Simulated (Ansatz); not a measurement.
# W (fcc type): the cost of one run

Program: Ansatz 0.2.0. Level of theory: DFT PBE, with the methods named in each step. These are calculated values, not measurements.

### 1 The system as given

The structure is cubic, space group Fm-3m (No. 225). Conventional cell: a = 4.012 Å, b = 4.012 Å, c = 4.012 Å, α = 90.00°, β = 90.00°, γ = 90.00°. W (site symmetry m-3m) is surrounded by 12 W at 2.84 Å.

As a file:

```xyz
1
Lattice="0.0000 2.0060 2.0060 2.0060 0.0000 2.0060 2.0060 2.0060 0.0000" Properties=species:S:1:pos:R:3 pbc="T T T"
W     0.0000    0.0000    0.0000
```

### 2 Fcc relaxed, PAW

Input file input.yaml:

```yaml
crystal:
  lattice:
    - [0.0, 2.0060235071, 2.0060235071]
    - [2.0060235071, 0.0, 2.0060235071]
    - [2.0060235071, 2.0060235071, 0.0]
  atoms:
    - { symbol: W, position: [0.0, 0.0, 0.0] }
kpoints:
  mp_grid: { grid: [18, 18, 18] }
scf:
  occupations: { method: fermi_dirac, width: 0.05 }
hamiltonian:
  xc: pbe
  pseudopotentials: { kind: paw }
output:
  forces: true
  stress: true
relax:
  f_tol: 0.005
  max_steps: 40
  cell: {}
```

Started as:

```bash
ansatz run input.yaml --threads 1 --pin off --max-ram 3072MiB --backend cpu --events-out ev --progress --plain --runs-dir out
```

What time and memory should one allow on 1 thread of Arm Neoverse V1, shared host?

About 8.8 s, with a peak of 0.31 GiB.
